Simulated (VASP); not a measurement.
Set up this calculation in VASP 6.6.1, as the native input.

```
Task                   : relaxation of cell and atoms
Functional             : PBE
Dispersion             : D3(BJ)
Potentials or basis    : VASP PAW PBE potentials, release 64 (Hf_pv, S)
Cutoff                 : 600 eV
k mesh                 : 9 × 9 × 5
Occupations            : gaussian, width 0.03 eV
Spin                   : no spin polarisation
Further INCAR settings : ALGO = Normal; EDIFF = 1e-07; IBRION = 2; EDIFFG = -0.005; NSW = 90; ISIF = 3
```

The structure of HfS2 lies in POSCAR:

```
HfS2                                    
1.0
    3.5968391943      0.0000000000     -0.0000000000
   -1.7984195971      3.1149541156      0.0000000000
    0.0000000000     -0.0000000000      5.7700006064
  Hf              S             
     1     2
Direct
     0.0000000000000000    0.0000000000000000    0.0000000000000000
     0.6666666699999979    0.3333333300000021    0.7478435748954371
     0.3333333300000021    0.6666666699999979    0.2521564251045629
```

The cell is a database's computed one.

One way to write it, as run:

INCAR

```
PREC = Accurate ; ENCUT = 600
EDIFF = 1E-7 ; ISMEAR = 0
SIGMA = 0.03 ; LREAL = False
LASPH = True ; NELM = 80
ALGO = Normal ; ISIF = 3
LWAVE = False ; LCHARG = False
GGA = PE ; IVDW = 12
IBRION = 2 ; NSW = 90
EDIFFG = -0.005 ; KPAR = 2
```

KPOINTS

```
regular mesh
0
Gamma
  9 9 5
```

Potentials or basis: VASP PAW PBE potentials, release 64 (Hf_pv, S).

Run with:

```sh
$ cat potpaw_PBE.64/Hf_pv/POTCAR potpaw_PBE.64/S/POTCAR > POTCAR
$ mpirun -np 2 vasp_std > vasp.out
```

Results of the run:

* Relaxed volume: 21.56 Å³/atom
* Relaxed cell: a = 3.599 Å, b = 3.599 Å, c = 5.765 Å, α = 90.00°, β = 90.00°, γ = 120.00°
* Space group after relaxing (to 0.05 Å): P-3m1 (No. 164)
* Energy gained by relaxing: 0.0 meV/atom
* Ionic steps: 4
* Pressure after relaxing: 0.0 GPa
* Largest force after relaxing: 0.003 eV/Å
* Band gap on the k mesh: 0.91 eV, indirect (least direct gap 1.86 eV)
* Dispersion energy per atom: -0.342 eV

Caveat: spin-orbit coupling is left out, which moves the levels of the heavy elements; an odd mesh through Γ misses points on the zone boundary, where band edges often lie.

It took 71 s on 2 MPI ranks on Intel(R) Xeon(R) Platinum 8375C CPU @ 2.90GHz (Ice Lake) (shared host), peak memory 0.24 GiB a rank.
